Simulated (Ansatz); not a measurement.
## BAs under uniaxial strain: field gradients at the nuclei

Cell: a structure deposited in the COD, whose atoms a relaxation with PBE at fixed cell left in place.

```yaml
crystal:
  lattice:
    - [0.00000, 2.38850, 2.38850]
    - [2.38850, 0.00000, 2.38850]
    - [2.38850, 2.38850, 0.00000]
  atoms:
    - { symbol: B, position: [0.00000, 0.00000, 0.00000] }
    - { symbol: As, position: [0.25000, 0.25000, 0.25000] }
```

Atom numbers follow the list; atoms alike are taken as one site, whose name carries the number of the first.

All values are calculated (Ansatz; DFT, PBE, plane waves and PAW, scalar-relativistic, 420 eV cutoff, Γ-centred 16×16×16 k-points, Fermi–Dirac smearing 0.02 eV), not measured.

The cell is stretched along z (the third Cartesian axis of the run's cell), x and y held, and the ions relax again each time.

| strain along z (%) | B: V along z (10²¹ V/m²) | As: V along z (10²¹ V/m²) |
| --- | --- | --- |
| -3 | -0.03 | -0.30 |
| -2 | -0.02 | -0.21 |
| -1 | -0.01 | -0.11 |
| 0 | 0.00 | 0.00 |
| +1 | 0.01 | 0.11 |
| +2 | 0.02 | 0.23 |
| +3 | ? | ? |

**Question.** Estimate the row at +3 % from the others.

**Answer.** B: 0.03; As: 0.36. Worked for B: a straight line through the other 6 rows has a slope of 0.011 × 10²¹ V/m² per per cent of strain and gives 0.03 at +3 %, against 0.03 from the run; the response is too small for these digits to tell its shape. Worked for As: a straight line through the other 6 rows has a slope of 0.106 × 10²¹ V/m² per per cent of strain and gives 0.33 at +3 %, against 0.36 from the run; over all rows the step per per cent runs from 0.092 at the compressed end to 0.13 at the stretched end. For As-75 that is 0.80 MHz of C_Q per per cent. Without strain B and As sit on a cubic site without a gradient, so the whole gradient comes from the strain.
